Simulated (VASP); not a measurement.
Input of a VASP 6.6.1 run:

File POSCAR:

```
NaI
1.0
    0.0000000000      3.2364000000      3.2364000000
    3.2364000000      0.0000000000      3.2364000000
    3.2364000000      3.2364000000      0.0000000000
I Na
1 1
Direct
    0.5000000000      0.5000000000      0.5000000000
    0.0000000000      0.0000000000      0.0000000000
```

Contents of INCAR.step1:

```
SYSTEM = NaI
PREC = Accurate
ENCUT = 600
EDIFF = 1E-8
ISMEAR = -1
SIGMA = 0.05
LREAL = .False.
LASPH = .True.
NELM = 100
ALGO = Normal
LWAVE = .False.
LCHARG = .False.
GGA = PE
LEPSILON = .True.
```

The input KPOINTS.step1:

```
Automatic mesh
0
G
  7 7 7
  0 0 0
```

File INCAR.step2:

```
SYSTEM = NaI
PREC = Accurate
ENCUT = 600
EDIFF = 1E-5
ISMEAR = -1
SIGMA = 0.05
LREAL = .False.
LASPH = .True.
NELM = 100
ALGO = Normal
LWAVE = .True.
LCHARG = .False.
GGA = PE
```

File KPOINTS.step2:

```
regular mesh
0
Gamma
  4 4 4
  0 0 0
```

INCAR.step3

```
SYSTEM = NaI
PREC = Accurate
ENCUT = 600
EDIFF = 1E-6
ISMEAR = -1
SIGMA = 0.05
LREAL = .False.
LASPH = .True.
NELM = 100
ALGO = Normal
ISIF = 3
LWAVE = .False.
LCHARG = .False.
GGA = PE
LHFCALC = .True.
AEXX = 0.2966
PRECFOCK = Normal
IBRION = 2
NSW = 40
EDIFFG = -0.005
ISTART = 1
```

KPOINTS.step3

```
regular mesh
0
Gamma
  4 4 4
  0 0 0
```

Potentials or basis: VASP PAW PBE potentials, release 64 (I, Na_pv).

Command:

```console
$ cat potpaw_PBE.64/I/POTCAR potpaw_PBE.64/Na_pv/POTCAR > POTCAR
$ cp INCAR.step1 INCAR
$ cp KPOINTS.step1 KPOINTS
$ mpirun -np 1 vasp_std > vasp.out
$ cp INCAR.step2 INCAR
$ cp KPOINTS.step2 KPOINTS
$ mpirun -np 1 vasp_std > vasp.out
$ cp INCAR.step3 INCAR
$ cp KPOINTS.step3 KPOINTS
$ mpirun -np 1 vasp_std > vasp.out
```

**Question.** Estimate the band gap on the k mesh.

**Answer.** 5.68 eV, direct.

Final structure:
```
CELL_PARAMETERS angstrom
0.00000 3.23640 3.23640
3.23640 0.00000 3.23640
3.23640 3.23640 0.00000
ATOMIC_POSITIONS crystal
I 0.50000 0.50000 0.50000
Na 0.00000 0.00000 0.00000
```

Caveat: the k mesh is coarse (spacing up to 0.42 Å⁻¹), so the values aren't converged, least of all with exact exchange; the relaxation stopped at its first step, so nothing moved; spin-orbit coupling is left out, which moves the levels of the heavy elements.
